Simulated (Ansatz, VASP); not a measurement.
One calculation of C, two programs

```xyz
1
Lattice="2.5975 0.0000 0.0000 0.0000 2.5975 0.0000 0.0000 0.0000 1.6237" Properties=species:S:1:pos:R:3 pbc="T T T"
C     1.2987    1.2987    0.0000
```

Alike in both runs: task relaxation of cell and atoms; functional PBE; k mesh 6 × 6 × 10; occupations gaussian, width 0.1 eV; no spin polarisation.

```csv
,VASP,Ansatz
version,VASP 6.6.1,Ansatz 0.2.0
potentials or method,"VASP PAW PBE potentials, release 64 (C)","scalar-relativistic, plane waves, PAW"
plane-wave cutoff (eV),600,420
valence electrons in the cell,4,4
```

```csv
,VASP,Ansatz,Ansatz less VASP
"gap on the k mesh at the Fermi level, each at its own relaxed structure (eV)",none,none,-
relaxed volume (Å³/atom),14.89,20.53,+5.637
relaxed cell length with the largest relative difference (Å),3.414,4.006,+0.5920
energy change over the relaxation (meV/atom),-2598,-2672,-74.9
```

A gap of «none» marks a metal or a gap that the smearing closes. One of these differences is far larger than is usual between the two programs; its cause wasn't traced.

Caveats: the k mesh is coarse (spacing up to 0.40 Å⁻¹), so the values aren't converged; the volume moved by over 15 % at a fixed basis, so the end points are rough (VASP).
